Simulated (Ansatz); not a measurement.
# Squeezing Au (bcc type)

```
Au
1.0
    -1.65100    1.65100    1.65100
     1.65100   -1.65100    1.65100
     1.65100    1.65100   -1.65100
Au
1
Cartesian
  0.0000 0.0000 0.0000
```

The cell comes from a relaxation on PAW files under the same functional, begun from a prototype that needn't be the stable phase.

Its volume is scaled at fixed shape and fractional positions.

Computed with Ansatz 0.2.0; functional PBE, scalar-relativistic. Settings: a Γ-centred 16×16×16 k mesh, Fermi–Dirac smearing of 0.08 eV, no spin polarisation. Methods: LAPW: all electrons, basis error target 1 meV/atom; PAW: frozen-core files, cutoff 420 eV; crystal datasets: all electrons, by PAW datasets that the program makes for each cell; norm-conserving: pseudopotentials, cutoff 1034 eV.

Energies are extrapolated to zero smearing and count from the unscaled cell; pressure is positive in compression; gaps take the mesh and a band path. No temperature or zero-point motion is included.

Spin–orbit coupling is left out, which matters for the heavy atoms.

```csv
V/V0,V (Å³/atom),P LAPW (GPa),ΔE LAPW (eV/atom),P PAW − LAPW (GPa),ΔE PAW − LAPW (meV/atom)
1.00,18.00,-0.01,0.000,0.01,0.0
0.88,15.84,25.7,?,0.04,0.3
0.78,14.04,70.7,0.661,0.07,1.0
0.68,12.24,160.5,1.902,0.08,1.9
0.58,10.44,347.1,4.622,0.10,2.9
0.50,9.00,648.8,8.949,0.17,4.1
0.43,7.74,1154,15.830,-0.04,5.1
```

Task: Give the missing entry: row "0.88", column "ΔE LAPW (eV/atom)".

Result: 0.148.

Task: Fit the Vinet equation to the LAPW pressures over the whole range, with residuals weighted by 1/(|P| + 0.03·Pmax).

Result: V0 = 18.01 Å³/atom, B0 = 136 GPa and B0′ = 6.11, and the fit misses no point by more than 3.6 GPa. A fit over so wide a range pins B0 less well than one near rest.

Task: At the smallest volume, how far do crystal datasets and norm-conserving lie from LAPW in pressure?

Result: crystal datasets: 0.00 GPa; norm-conserving: +3.85 GPa, on a LAPW pressure of 1154 GPa.

Task: How do the Löwdin populations by LAPW change from the unscaled cell to the last row?

Result: Au 5s 1.99 → 1.95 electrons an atom. These are projections on the shells that the free atoms fill; 0.15 e a cell lies outside them at the start and 0.22 e at the end.
